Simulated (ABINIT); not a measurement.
# Fe (Fmmm) in ABINIT: single point with WC

Aim: the single point of Fe with WC.

All numbers are computed with ABINIT 10.8.3 (patched build); they aren't measurements. Logs are shortened: lines on timing, memory, paths and dates and some standing lists are left out, and cuts for length are marked. The log counts tension as positive stress, the text compression.

## (1) Starting point

Symmetry: Fmmm, No. 69, orthorhombic system. The conventional cell has a = 2.997 Å, b = 3.883 Å, c = 3.930 Å, α = 90.00°, β = 90.00°, γ = 90.00°. Fe (site symmetry mmm) has 12 Fe at 2.45 to 2.76 Å as nearest neighbours.

## (2) Single point, WC, collinear spin, ferromagnetic start

The input, run.abi:

```
# Pseudopotentials
pp_dirpath "./"
pseudos "Fe.GGA_PBE-JTH.xml"

# Structure
acell 5.2205685297 4.6699410662 4.6349071117
rprim
     0.0000000000     0.7028652530     0.7113230181
     0.6063546897     0.0000000000     0.7951943098
     0.6109379536     0.7916784807     0.0000000000
ntypat 1
znucl 26
natom 1
typat 1
xred
     0.0000000000     0.0000000000     0.0000000000
chkprim 0
chksymtnons 0
tolsym 1.0e-6

# Plane-wave basis
ecut 843.552974 eV
pawecutdg 53.0
pawxcdev 0

# k points
kptopt 1
ngkpt 10 10 10
nshiftk 1
shiftk 0.0 0.0 0.0

# Exchange and correlation
ixc 23

# Bands and occupations
nband 13
occopt 3
tsmear 0.05 eV

# Spin
nsppol 2
spinat
     0.0000000000     0.0000000000     3.0000000000

# SCF cycle
nstep 100
tolvrs 1.0e-9

# Output
iomode 3
prtwf 0
prtden 0
prteig 0
prtebands 0
```

Potentials or basis: JTH PAW PBE v2.0.

The run is started by

```bash
$ abinit run.abi > log 2>&1
```

run.abo:

```text
.Version 10.8.3 of ABINIT
 Symmetries : space group Fm m m (# 69); Bravais oF (face-center ortho.)
================================================================================
 Values of the parameters that define the memory need of the present run
     intxc =       0    ionmov =       0      iscf =      17    lmnmax =      18
     lnmax =       6     mgfft =      30  mpssoang =       3    mqgrid =    3001
     natom =       1  nloc_mem =       2    nspden =       2   nspinor =       1
    nsppol =       2      nsym =       8    n1xccc =       1    ntypat =       1
    occopt =       3   xclevel =       2
       mpw =         653          nfft =       27000          nkpt =         171
 PAW method is used; the additional fine FFT grid is defined by:
   mgfftf=        36    nfftf =     46656
================================================================================
================================================================================

--------------------------------------------------------------------------------
------------- Echo of variables that govern the present computation ------------
--------------------------------------------------------------------------------
 -outvars: echo values of preprocessed input variables --------
            acell      5.2205685297E+00  4.6699410662E+00  4.6349071117E+00 Bohr
              amu      5.58470000E+01
          chkprim           0
      chksymtnons           0
             ecut      3.10000000E+01 Hartree
                       outvar_i_n : Printing only first  50 k-points.
              ixc          23
                       outvar_i_n : Printing only first  50 k-points.
         kptrlatt       10    0    0      0   10    0      0    0   10
          kptrlen      4.63490711E+01
            natom           1
            nband          13
            ngfft          30      30      30
          ngfftdg          36      36      36
             nkpt         171
           nspden           2
           nsppol           2
            nstep         100
             nsym           8
           ntypat           1
                       prtocc : prtvol=0, do not print more k-points.
                       1.000000  1.000000  1.000000  1.000000  1.000000  1.000000
                       1.000000  1.000000  0.000000  0.000000  0.000000  0.000000
                       0.000000
                       1.000000  1.000000  1.000000  1.000000  1.000000  1.000000
                       1.000000  1.000000  0.000000  0.000000  0.000000  0.000000
                       0.000000
                       1.000000  1.000000  1.000000  1.000000  1.000000  1.000000
                       1.000000  1.000000  0.000000  0.000000  0.000000  0.000000
                       0.000000
                       1.000000  1.000000  1.000000  1.000000  1.000000  1.000000
                       1.000000  1.000000  0.000000  0.000000  0.000000  0.000000
                       0.000000
                       1.000000  1.000000  1.000000  1.000000  1.000000  1.000000
                       1.000000  1.000000  0.000000  0.000000  0.000000  0.000000
                       0.000000
                       1.000000  1.000000  1.000000  1.000000  1.000000  1.000000
                       1.000000  1.000000  0.000000  0.000000  0.000000  0.000000
[... 118 lines left out ...]
                       1.000000  1.000000  1.000000  1.000000  1.000000  1.000000
                       1.000000  1.000000  0.000000  0.000000  0.000000  0.000000
                       0.000000
                       1.000000  1.000000  1.000000  1.000000  1.000000  1.000000
[... 174 lines left out ...]
              =  2.762605892000  2.471226386817  2.452687216500 angstroms
 Fermi (or HOMO) energy (hartree) =   0.32844   Average Vxc (hartree)=  -0.47222
 Magnetization (Bohr magneton)=  2.15512786E+00
 Total spin up =  9.07756393E+00   Total spin down =  6.92243607E+00
 Eigenvalues (hartree) for nkpt= 171  k points, SPIN UP:
 kpt#   1, nband= 13, wtk=  0.00100, kpt=  0.0000  0.0000  0.0000 (reduced coord)
  -2.90098   -1.64876   -1.64845   -1.64819    0.01407    0.23821    0.24172    0.25425
   0.27984    0.29395    1.19112    1.24556    1.25484
      occupation numbers for kpt#   1
   1.00000    1.00000    1.00000    1.00000    1.00000    1.00000    1.00000    1.00000
   1.00000    1.00000    0.00000    0.00000    0.00000
 prteigrs : prtvol=0 or 1, do not print more k-points.

 Eigenvalues (hartree) for nkpt= 171  k points, SPIN DOWN:
 kpt#   1, nband= 13, wtk=  0.00100, kpt=  0.0000  0.0000  0.0000 (reduced coord)
  -2.80632   -1.55650   -1.55577   -1.55563    0.02283    0.30311    0.30830    0.32667
   0.37315    0.39499    1.18461    1.24114    1.25183
      occupation numbers for kpt#   1
   1.00000    1.00000    1.00000    1.00000    1.00000    1.00000    0.99998    0.72397
   0.00000    0.00000    0.00000    0.00000    0.00000
 prteigrs : prtvol=0 or 1, do not print more k-points.

--- !EnergyTerms
iteration_state     : {dtset: 1, }
comment             : Components of total free energy in Hartree
kinetic             :  1.22261663243577E+01
hartree             :  2.36344457231454E+01
xc                  : -3.41659652256317E+00
Ewald energy        : -8.68344213539769E+01
psp_core            :  6.44404377548034E+00
local_psp           : -6.51335331663676E+01
PAW spherical_terms : -1.13747116924577E+01
internal            : -1.24454606912382E+02
'-kT*entropy'       : -2.69761842631628E-04
total_energy        : -1.24454876674225E+02
total_energy_eV     : -3.38658971937826E+03
...

--- !EnergyTermsDC
iteration_state     : {dtset: 1, }
comment             : '"Double-counting" decomposition of free energy'
band_energy         : -1.34037977965840E+01
Ewald energy        : -8.68344213539769E+01
psp_core            :  6.44404377548034E+00
xc_dc               : -2.25874482896648E+01
PAW spherical_terms : -8.07299112896969E+00
internal            : -1.24454614793715E+02
'-kT*entropy'       : -2.69761842631628E-04
total_energy_dc     : -1.24454884555558E+02
total_energy_dc_eV  : -3.38658993384026E+03
...

--- !EnergyTermsWithPAWCore
iteration_state     : {dtset: 1, }
comment             : 'Components of total free energy, including PAW core contributions'
Total energy        : -1.27239518402367E+03
Total energy DC     : -1.27239519190500E+03
Total energy (eV)   : -3.46236368099941E+04
Total energy DC (eV): -3.46236370244561E+04
...

 Cartesian components of stress tensor (hartree/bohr^3)
  sigma(1 1)=  5.62840880E-04  sigma(3 2)=  1.65599427E-12
  sigma(2 2)=  2.32923978E-04  sigma(3 1)= -4.81821078E-12
  sigma(3 3)=  2.82225177E-04  sigma(2 1)=  2.70447715E-12

-Cartesian components of stress tensor (GPa)         [Pressure= -1.0572E+01 GPa]
- sigma(1 1)=  1.65593504E+01  sigma(3 2)=  4.87210335E-08
- sigma(2 2)=  6.85286004E+00  sigma(3 1)= -1.41756655E-07
- sigma(3 3)=  8.30335139E+00  sigma(2 1)=  7.95684650E-08

== END DATASET(S) ==============================================================
================================================================================

 -outvars: echo values of variables after computation  --------
            acell      5.2205685297E+00  4.6699410662E+00  4.6349071117E+00 Bohr
           etotal     -1.2445488456E+02
            fcart     -0.0000000000E+00 -0.0000000000E+00 -0.0000000000E+00
            rprim      0.0000000000E+00  7.0286525300E-01  7.1132301810E-01
                       6.0635468970E-01  0.0000000000E+00  7.9519430980E-01
                       6.1093795360E-01  7.9167848070E-01  0.0000000000E+00
           strten      5.6284088016E-04  2.3292397848E-04  2.8222517728E-04
                       1.6559942711E-12 -4.8182107764E-12  2.7044771548E-12
 Calculation completed.
```

Run time: 2.2 min. Hardware: 1 thread of Arm Neoverse V1, shared host; peak memory 0.18 GiB.

What came out:

| Quantity | Value |
| --- | --- |
| Free energy | -3386.5899 eV |
| Pressure | -10.6 GPa |
| Band gap on the k mesh | none (metal or under the smearing width) |
| Net moment | 2.16 μB per cell |
| Site moments | Fe +2.20 μB |
| Valence electrons inside the program's atomic spheres | Fe 14.42 (radii [1.1194] Å) |

Stress tensor (GPa, compression positive):
```
-16.56   0.00   0.00
  0.00  -6.85   0.00
  0.00   0.00  -8.30
```

Caveat: the PAW data sets were made with another functional, which shifts forces and pressure a little.
